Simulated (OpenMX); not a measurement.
## Pd in OpenMX: convergence with criterion

Pd:

```
CELL_PARAMETERS angstrom
0.04240 1.94451 1.94072
1.95493 0.03370 1.94941
1.98577 1.98404 0.00287
ATOMIC_POSITIONS crystal
Pd 0.04303 0.92137 0.03033
```

The cell isn't the ideal one: cell strained at random at fixed volume.

- Program: OpenMX 3.8.5
- Task: convergence study
- Functional: PBE
- Potentials or basis: OpenMX 2013 PBE set, Pd7.0-s3p2d1, grid cutoff 400 Ry
- k mesh: 9 × 9 × 9
- Occupations: fermi-dirac, width 0.05 eV
- Spin: no spin polarisation

These are the settings of the first run; the series varies criterion, with any setting tied to it.

Hardware: 1 thread of Arm Neoverse V1, on a shared host.

| criterion | energy less the tightest run, at zero smearing (meV/atom) | SCF cycles | CPU time (s) | peak memory (GiB) |
| --- | --- | --- | --- | --- |
| 1.0e-3 | 0.01 | 11 | 31 | 0.39 |
| 1.0e-4 | 0.01 | 11 | 31 | 0.39 |
| 1.0e-5 | 0.01 | 11 | 31 | 0.39 |
| 1.0e-6 | 0.00 | 14 | 34 | 0.39 |
| 1.0e-7 | 0.00 | 14 | 34 | 0.39 |
| 1.0e-8 | 0.00 | 16 | 36 | 0.39 |
| 1.0e-9 | 0.00 | 17 | 37 | 0.39 |
| 1.0e-10 | 0.00 | 19 | 38 | 0.39 |

Against the tightest run, the energy stays within 1 meV/atom from 1.0e-3 on. The tightest run that finished is the yardstick and may itself not be fully converged.
